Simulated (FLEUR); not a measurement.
# FeO (Wuestite) (R-3m) in FLEUR: notebook

One crystal, FeO (Wuestite), is run at these levels: PBEsol; tasks: equation of state.

All numbers are computed with FLEUR MaX-R8.1 (later development tree); they aren't measurements. Logs are shortened: lines on timing, memory, paths and dates and some standing lists are left out, and cuts for length are marked.

**1. Starting point**

The structure is trigonal, space group R-3m (No. 166). The conventional cell has a = 3.038 Å, b = 3.038 Å, c = 7.559 Å, α = 90.00°, β = 90.00°, γ = 120.00°. Around Fe (site symmetry -3m) lie 6 O at 2.16 Å. Around O (site symmetry -3m) lie 6 Fe at 2.16 Å.

**2. Equation of state, PBEsol, collinear spin, ferromagnetic start, 9.46 Å³/atom (volume scaled by 0.94)**

Contents of inp.xml:

```xml
<?xml version="1.0" encoding="UTF-8" standalone="no"?>
<fleurInput fleurInputVersion="0.39">
   <comment>
      FeO                                                                                                 
   </comment>
   <calculationSetup>
      <cutoffs Kmax="4.71" Gmax="14.6" GmaxXC="14.6" numbands="0"/>
      <scfLoop itmax="60" minDistance="0.00001" maxIterBroyd="15" imix="Anderson" alpha="0.05" precondParam="0.0" spinf="2.0" sdNocoIR="T"/>
      <coreElectrons ctail="T" frcor="F" kcrel="0" coretail_lmax="0"/>
      <xcFunctional name="PBEs" relativisticCorrections="F"/>
      <magnetism jspins="2"/>
      <soc l_soc="F" theta="0.0" phi="0.0" spav="F"/>
      <expertModes spex="0" secvar="F"/>
      <geometryOptimization l_f="F" forcealpha="1.0" forcemix="BFGS" epsdisp="0.0005" epsforce="0.0002"/>
      <ldaU l_linMix="F" mixParam="0.05" spinf="1.0"/>
   </calculationSetup>
   <cell>
      <bzIntegration valenceElectrons="22.0" mode="hist" fermiSmearingEnergy="0.00183747">
         <kPointListSelection listName="default-1"/>
         <!-- k-points included here -->
         <xi:include xmlns:xi="http://www.w3.org/2001/XInclude" href="kpts.xml"> </xi:include>
      </bzIntegration>
      <!-- symmetry operations included here -->
      <xi:include xmlns:xi="http://www.w3.org/2001/XInclude" href="sym.xml"> </xi:include>
      <bulkLattice scale="0.9795861087">
         <bravaisMatrix>
            <row-1>    2.8701555376648544     1.6570850722987371     4.7613110176573485</row-1>
            <row-2>   -2.8701555376648544     1.6570850722987371     4.7613110176573485</row-2>
            <row-3>    0.0000000000000000    -3.3141701445974743     4.7613110176573485</row-3>
         </bravaisMatrix>
      </bulkLattice>
   </cell>
   <atomSpecies>
      <species name="Iron (Fe) 3.000" element="Fe" atomicNumber="26">
         <mtSphere radius="2.08" gridPoints="707" logIncrement="0.017"/>
         <atomicCutoffs lmax="9" lnonsphr="9"/>
         <electronConfig flipSpins="F">
            <coreConfig>(1s1/2) (2s1/2) (2p1/2) (2p3/2)</coreConfig>
            <valenceConfig>(3s1/2) (3p1/2) (3p3/2) (4s1/2) (3d3/2) (3d5/2)</valenceConfig>
            <stateOccupation state="(3d3/2)" spinUp="1.5" spinDown="0.9"/>
            <stateOccupation state="(3d5/2)" spinUp="3.0" spinDown="0.6"/>
         </electronConfig>
         <energyParameters s="4" p="4" d="3" f="4"/>
         <lo type="SCLO" l="0" n="3" eDeriv="0"/>
         <lo type="SCLO" l="1" n="3" eDeriv="0"/>
         <lo type="SCLO" l="1" n="3" eDeriv="1"/>
         <lo type="SCLO" l="2" n="3" eDeriv="2"/>
         <lo type="SCLO" l="3" n="4" eDeriv="2"/>
      </species>
      <species name="Oxygen (O)" element="O" atomicNumber="8">
         <mtSphere radius="1.59" gridPoints="543" logIncrement="0.02"/>
         <atomicCutoffs lmax="8" lnonsphr="8"/>
         <electronConfig flipSpins="F">
            <coreConfig>(1s1/2)</coreConfig>
            <valenceConfig>(2s1/2) (2p1/2) (2p3/2)</valenceConfig>
            <stateOccupation state="(2p1/2)" spinUp="0.666667" spinDown="0.666667"/>
            <stateOccupation state="(2p3/2)" spinUp="1.333333" spinDown="1.333333"/>
         </electronConfig>
         <energyParameters s="2" p="2" d="3" f="4"/>
         <lo type="SCLO" l="0" n="2" eDeriv="2"/>
         <lo type="SCLO" l="1" n="2" eDeriv="2"/>
         <lo type="SCLO" l="2" n="3" eDeriv="2"/>
      </species>
   </atomSpecies>
   <atomGroups>
      <atomGroup species="Iron (Fe) 3.000">
         <relPos label="                   1">.0000000000 .0000000000 .0000000000</relPos>
         <force calculate="T" relaxXYZ="TTT"/>
      </atomGroup>
      <atomGroup species="Oxygen (O)">
         <relPos label="                   2">1.000/2.000 1.000/2.000 1.000/2.000</relPos>
         <force calculate="T" relaxXYZ="TTT"/>
      </atomGroup>
   </atomGroups>
   <output dos="F" band="F" slice="F">
      <checks vchk="F" cdinf="F"/>
      <bandDOS minEnergy="-.5*Htr" maxEnergy="0.5*Htr" sigma="0.015" storeEVData="T"/>
      <vacuumDOS vacdos="F" integ="F" star="F" nstars="0" locx1="0.0" locy1="0.0" locx2="0.0" locy2="0.0" nstm="0" tworkf="0.0"/>
      <unfoldingBand unfoldBand="F" supercellX="1" supercellY="1" supercellZ="1"/>
      <plotting iplot="0" polar="F">
         <plot TwoD="T" vec1="  1.0  0.0  0.0" vec2="  0.0  1.0  0.0" vec3="  0.0  0.0  1.0" zero="  0.0  0.0  0.0" file="plot"/>
      </plotting>
      <chargeDensitySlicing numkpt="0" minEigenval="0.0" maxEigenval="0.0" nnne="0" pallst="F"/>
      <specialOutput eonly="F"/>
      <moessbauerParams electricFieldGradient="T" isomerShift="T" coreHyperfine="T" valenceHyperfine="T"/>
      <magneticCircularDichroism mcd="F" energyLo="-10.0" energyUp="0.0"/>
   </output>
  <!-- We include the file relax.xml here to enable relaxations (see documentation) -->
  <xi:include xmlns:xi="http://www.w3.org/2001/XInclude" href="relax.xml"> <xi:fallback/> </xi:include>
</fleurInput>
```

Potentials or basis: all-electron, FLAPW.

Command:

```console
inpgen -f crystal.txt -profile fastHighL
# inp.xml edited to the form shown
fleur_MPI
```

Log:

```text
Welcome to FLEUR        (www.flapw.de)
      MaX-Release 8.1          (www.max-centre.eu)

 ========== k-point set info ==========
 Selected k-point list: default-1
 k-point list type: mesh
 11 x 11 x 11
 Number of k points: 146

 ------------Calculation Setup---------------------------
 Number of MPI-tasks      :            1
 Number of PE/node        :            1
 Number of OMP-threads    :            1
 Most efficient MPI parallelization for:
           1           2          73         146
 Additional eigenvalue parallelization possible
 Number of basis functions:          305
 Approximate size of matrices (H+S) per k-point:         0.001 GB
 --------------------------------------------------------
 Iteration:     1   Distance:      28.30983116 me/bohr^3
 Iteration:     2   Distance:      26.55530708 me/bohr^3
 Iteration:     3   Distance:      12.96916407 me/bohr^3
 Iteration:     4   Distance:      17.26055556 me/bohr^3
 Iteration:     5   Distance:       9.77193009 me/bohr^3
 Iteration:     6   Distance:       8.11933166 me/bohr^3
 Iteration:     7   Distance:       4.98402700 me/bohr^3
 Iteration:     8   Distance:       5.76319837 me/bohr^3
 Iteration:     9   Distance:       0.74654484 me/bohr^3
 Iteration:    10   Distance:       0.36574542 me/bohr^3
[... 4 lines left out ...]
 Iteration:    15   Distance:       0.01873448 me/bohr^3
 Iteration:    16   Distance:       0.01775353 me/bohr^3
 Iteration:    17   Distance:       0.01101668 me/bohr^3
 Iteration:    18   Distance:       0.00114448 me/bohr^3
 Iteration:    19   Distance:       0.00027797 me/bohr^3
 Iteration:    20   Distance:       0.00075660 me/bohr^3
 Iteration:    21   Distance:       0.00006384 me/bohr^3
 Iteration:    22   Distance:       0.00006830 me/bohr^3
 Iteration:    23   Distance:       0.00001675 me/bohr^3
 Iteration:    24   Distance:       0.00000285 me/bohr^3

 ********************************************************************
 Run finished successfully
 Stop message:
   all done
 ********************************************************************
```

It took 2.6 min on 1 thread of Intel Xeon Platinum 8488C (Sapphire Rapids), shared host; peak memory 0.08 GiB.

What came out:

| Quantity | Value |
| --- | --- |
| Free energy | -36644.1391 eV |
| Band gap on the k mesh | none (metal or under the smearing width) |
| Net moment | 4.00 μB per cell |
| Site moments | Fe +3.56; O +0.32 μB |
| Valence electrons inside the program's atomic spheres | Fe 14.11; O 5.13 (radii Fe 2.08, O 1.59 bohr) |

Caveat: a cell with one magnetic atom can't hold antiferromagnetic order, which such compounds often take; semilocal functionals often make such compounds metallic where correlation or magnetic order opens a gap, which also shifts bond lengths.

**3. Equation of state, PBEsol, collinear spin, ferromagnetic start, 9.66 Å³/atom (volume scaled by 0.96)**

Edit inp.xml of step 2 so:

```diff
@@ -24,3 +24,3 @@
       <xi:include xmlns:xi="http://www.w3.org/2001/XInclude" href="sym.xml"> </xi:include>
-      <bulkLattice scale="0.9795861087">
+      <bulkLattice scale="0.9864848297">
          <bravaisMatrix>
```

Potentials or basis: all-electron, FLAPW.

Command:

```console
inpgen -f crystal.txt -profile fastHighL
# inp.xml edited to the form shown
fleur_MPI
```

It took 2.9 min on 1 thread of Intel Xeon Platinum 8488C (Sapphire Rapids), shared host; peak memory 0.09 GiB.

It converged, with:

```
Free energy                                           : -36644.1390 eV
Band gap on the k mesh                                : none (metal or under the smearing width)
Net moment                                            : 4.00 μB per cell
Site moments                                          : Fe +3.57; O +0.32 μB
Valence electrons inside the program's atomic spheres : Fe 14.09; O 5.11 (radii Fe 2.08, O 1.59 bohr)
```

Caveat: a cell with one magnetic atom can't hold antiferromagnetic order, which such compounds often take; semilocal functionals often make such compounds metallic where correlation or magnetic order opens a gap, which also shifts bond lengths.

**4. Equation of state, PBEsol, collinear spin, ferromagnetic start, 9.87 Å³/atom (volume scaled by 0.98)**

Edit inp.xml of step 3 so:

```diff
@@ -24,3 +24,3 @@
       <xi:include xmlns:xi="http://www.w3.org/2001/XInclude" href="sym.xml"> </xi:include>
-      <bulkLattice scale="0.9864848297">
+      <bulkLattice scale="0.9932883884">
          <bravaisMatrix>
```

Command:

```console
inpgen -f crystal.txt -profile fastHighL
# inp.xml edited to the form shown
fleur_MPI
```

Wall time 2.9 min (1 thread of Intel Xeon Platinum 8488C (Sapphire Rapids), shared host); peak memory 0.08 GiB.

It converged, with:

| Quantity | Value |
| --- | --- |
| Free energy | -36644.1286 eV |
| Band gap on the k mesh | none (metal or under the smearing width) |
| Net moment | 4.00 μB per cell |
| Site moments | Fe +3.57; O +0.31 μB |
| Valence electrons inside the program's atomic spheres | Fe 14.07; O 5.10 (radii Fe 2.08, O 1.59 bohr) |

Caveat: a cell with one magnetic atom can't hold antiferromagnetic order, which such compounds often take; semilocal functionals often make such compounds metallic where correlation or magnetic order opens a gap, which also shifts bond lengths.

**5. Equation of state, PBEsol, collinear spin, ferromagnetic start, 10.07 Å³/atom**

Edit inp.xml of step 4 so:

```diff
@@ -24,3 +24,3 @@
       <xi:include xmlns:xi="http://www.w3.org/2001/XInclude" href="sym.xml"> </xi:include>
-      <bulkLattice scale="0.9932883884">
+      <bulkLattice scale="1.0000000000">
          <bravaisMatrix>
```

Command:

```console
inpgen -f crystal.txt -profile fastHighL
# inp.xml edited to the form shown
fleur_MPI
```

It took 2.8 min on 1 thread of Intel Xeon Platinum 8488C (Sapphire Rapids), shared host; peak memory 0.08 GiB.

The run converged. Its results:

```yaml
Free_energy: -36644.1089 eV
Band_gap_on_the_k_mesh: none (metal or under the smearing width)
Net_moment: 4.00 μB per cell
Site_moments: Fe +3.57; O +0.31 μB
Valence_electrons_inside_the_program's_atomic_spheres: Fe 14.06; O 5.09 (radii Fe 2.08, O 1.59 bohr)
```

Caveat: a cell with one magnetic atom can't hold antiferromagnetic order, which such compounds often take; semilocal functionals often make such compounds metallic where correlation or magnetic order opens a gap, which also shifts bond lengths.

**6. Equation of state, PBEsol, collinear spin, ferromagnetic start, 10.27 Å³/atom (volume scaled by 1.02)**

Edit inp.xml of step 5 so:

```diff
@@ -24,3 +24,3 @@
       <xi:include xmlns:xi="http://www.w3.org/2001/XInclude" href="sym.xml"> </xi:include>
-      <bulkLattice scale="1.0000000000">
+      <bulkLattice scale="1.0066227096">
          <bravaisMatrix>
```

Potentials or basis: all-electron, FLAPW.

Command:

```console
inpgen -f crystal.txt -profile fastHighL
# inp.xml edited to the form shown
fleur_MPI
```

It took 2.7 min on 1 thread of Intel Xeon Platinum 8488C (Sapphire Rapids), shared host; peak memory 0.08 GiB.

It converged, with:

- Free energy: -36644.0810 eV
- Band gap on the k mesh: none (metal or under the smearing width)
- Net moment: 4.00 μB per cell
- Site moments: Fe +3.57; O +0.30 μB
- Valence electrons inside the program's atomic spheres: Fe 14.04; O 5.08 (radii Fe 2.08, O 1.59 bohr)

Caveat: a cell with one magnetic atom can't hold antiferromagnetic order, which such compounds often take; semilocal functionals often make such compounds metallic where correlation or magnetic order opens a gap, which also shifts bond lengths.

**7. Equation of state, PBEsol, collinear spin, ferromagnetic start, 10.47 Å³/atom (volume scaled by 1.04)**

Edit inp.xml of step 6 so:

```diff
@@ -24,3 +24,3 @@
       <xi:include xmlns:xi="http://www.w3.org/2001/XInclude" href="sym.xml"> </xi:include>
-      <bulkLattice scale="1.0066227096">
+      <bulkLattice scale="1.0131594038">
          <bravaisMatrix>
```

Command:

```console
inpgen -f crystal.txt -profile fastHighL
# inp.xml edited to the form shown
fleur_MPI
```

It took 3 min on 1 thread of Intel Xeon Platinum 8488C (Sapphire Rapids), shared host; peak memory 0.09 GiB.

It converged, with:

```
Free energy                                           : -36644.0457 eV
Band gap on the k mesh                                : none (metal or under the smearing width)
Net moment                                            : 4.00 μB per cell
Site moments                                          : Fe +3.57; O +0.30 μB
Valence electrons inside the program's atomic spheres : Fe 14.03; O 5.07 (radii Fe 2.08, O 1.59 bohr)
```

Caveat: a cell with one magnetic atom can't hold antiferromagnetic order, which such compounds often take; semilocal functionals often make such compounds metallic where correlation or magnetic order opens a gap, which also shifts bond lengths.

**8. Equation of state, PBEsol, collinear spin, ferromagnetic start, 10.67 Å³/atom (volume scaled by 1.06)**

Edit inp.xml of step 7 so:

```diff
@@ -24,3 +24,3 @@
       <xi:include xmlns:xi="http://www.w3.org/2001/XInclude" href="sym.xml"> </xi:include>
-      <bulkLattice scale="1.0131594038">
+      <bulkLattice scale="1.0196128224">
          <bravaisMatrix>
```

Command:

```console
inpgen -f crystal.txt -profile fastHighL
# inp.xml edited to the form shown
fleur_MPI
```

Wall time 3 min (1 thread of Intel Xeon Platinum 8488C (Sapphire Rapids), shared host); peak memory 0.08 GiB.

It converged, with:

- Free energy: -36644.0038 eV
- Band gap on the k mesh: none (metal or under the smearing width)
- Net moment: 4.00 μB per cell
- Site moments: Fe +3.58; O +0.29 μB
- Valence electrons inside the program's atomic spheres: Fe 14.01; O 5.06 (radii Fe 2.08, O 1.59 bohr)

Caveat: a cell with one magnetic atom can't hold antiferromagnetic order, which such compounds often take; semilocal functionals often make such compounds metallic where correlation or magnetic order opens a gap, which also shifts bond lengths.

**9. Equation of state, PBEsol, collinear spin, program default start**

Potentials or basis: all-electron, FLAPW.

This step only gathers the single runs of the series.

What came out:

- Equilibrium volume: 9.56 Å³/atom
- Bulk modulus at fixed shape and positions: 208 GPa
- Pressure derivative of the bulk modulus: 4.5

Energy against volume, from the lowest point:
| volume (Å³/atom) | energy (meV/atom) |
| --- | --- |
| 9.463 | 0.00 |
| 9.664 | 0.04 |
| 9.866 | 5.25 |
| 10.067 | 15.09 |
| 10.268 | 29.08 |
| 10.470 | 46.71 |
| 10.671 | 67.65 |

Caveat: the cell was scaled at fixed shape and fractional positions, which overstates the stiffness of a crystal with free parameters, most of all of layers and chains.

**10. Against experiment**

Step 9. The cell as given is a measured one (10.07 Å³/atom); PBEsol puts the equilibrium volume -5.0 % from it, thermal expansion not counted.
